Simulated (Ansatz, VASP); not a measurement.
# Two plane-wave programs on SrTiO3

```xyz
5
Lattice="3.9364 0.0000 0.0000 0.0000 3.9364 0.0000 0.0000 0.0000 3.9364" Properties=species:S:1:pos:R:3 pbc="T T T"
Sr    0.0000    0.0000    0.0000
Ti    1.9682    1.9682    1.9682
O     1.9682    0.0000    1.9682
O     1.9682    1.9682    0.0000
O     0.0000    1.9682    1.9682
```

Alike in both runs: task single point; functional PBE; k mesh 8 × 8 × 8; occupations gaussian, width 0.02 eV; no spin polarisation.

|  | VASP | Ansatz |
| --- | --- | --- |
| version | VASP 6.6.1 | Ansatz 0.2.0 |
| potentials or method | VASP PAW PBE potentials, release 64 (Sr_sv, Ti_sv, O) | scalar-relativistic, plane waves, PAW |
| plane-wave cutoff (eV) | 520 | 420 |
| valence electrons in the cell | 40 | 40 |

```csv
,VASP,Ansatz,Ansatz less VASP
gap on the k mesh at the Fermi level (eV),1.81,1.84,+0.031
least direct gap on the mesh (eV),2.18,2.20,+0.021
pressure (GPa),0.7,0.0,-0.66
```

A k mesh can miss the band edges.
